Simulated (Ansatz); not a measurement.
## KCl: two-dimensional strain map

Method: Ansatz, DFT r2SCAN, scalar-relativistic, plane waves, PAW. Settings: plane waves to 500 eV, k-mesh 6×6×6 (Γ-centred), Gaussian smearing 0.05 eV. No spin polarisation. Energies are free energies at this smearing, counted from the undisturbed cell; pressure is positive in compression.

The starting cell (as given, not relaxed at this level; it stands at -0.2 GPa):

```xyz
2
Lattice="0.0000 3.1561 3.1561 3.1561 0.0000 3.1561 3.1561 3.1561 0.0000" Properties=species:S:1:pos:R:3 pbc="T T T"
K     0.0000    0.0000    0.0000
Cl    3.1561    3.1561    3.1561
```

The cell is strained by p along both x and y and by q along z, fractional coordinates fixed. Points are written (p, q).

Energy above the undisturbed cell in meV/atom (a dash: not computed):

```
 p \ q  -0.080  -0.040  0.000  0.040  0.080
-0.080   137.4       ?   84.4   84.8   93.2
-0.040    61.7    26.6      ?   19.5   31.0
 0.000    38.2     7.0    0.0    7.0      ?
 0.040    46.3    19.0      ?   26.3   44.2
 0.080    72.5    49.1   49.6   63.7   84.9
```

Problem. Fill in the withheld energies.

Solution. (-0.080, -0.040): 98.6; (-0.040, 0.000): 15.9; (0.000, 0.080): 21.6; (0.040, 0.000): 15.7.